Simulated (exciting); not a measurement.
Re:

```
Re
1.0
     0.00000    1.97500    1.97500
     1.97500    0.00000    1.97500
     1.97500    1.97500    0.00000
Re
1
Direct
  0.00000 0.00000 0.00000
```

This isn't the form of Re at room conditions, which is hcp.

| Quantity | Value |
| --- | --- |
| Program | exciting (release sodium) |
| Task | single point |
| Functional | PBE |
| Potentials or basis | all-electron LAPW+lo, shipped species files, valence relativity iora* |
| rgkmax | 9 |
| k mesh | 12 × 12 × 12 |
| Occupations | fermi-dirac, width 0.05 eV |
| Spin | no spin polarisation |
| gmaxvr (cutoff of density and potential) | 14 1/bohr |
| lmaxapw (and lmaxmat) | 10 |
| lmaxvr | 8 |
| nempty | 12 |
| Valence relativity | iora* |
| epsengy | 1e-05 Ha |
| epspot | 1e-05 Ha |
| maxscl | 60 |
| Muffin-tin radii | Re 2.3 bohr |

On this cell: band gap on the k mesh none (metal or under the smearing width).

The same run follows on a disturbed copy (cell strained at random at fixed volume):

```
Re
1.0
    -0.01177    2.02327    1.96577
     1.91022    0.03753    1.91646
     1.98270    2.04645   -0.03495
Re
1
Direct
  0.98654 0.01047 0.01073
```

Question: What does the disturbed cell give?

Answer: The energy (extrapolated to zero smearing) moves by +42.1 meV/atom; band gap on the k mesh none (metal or under the smearing width).

Caveats: the free energy is that total less TS from the occupations.
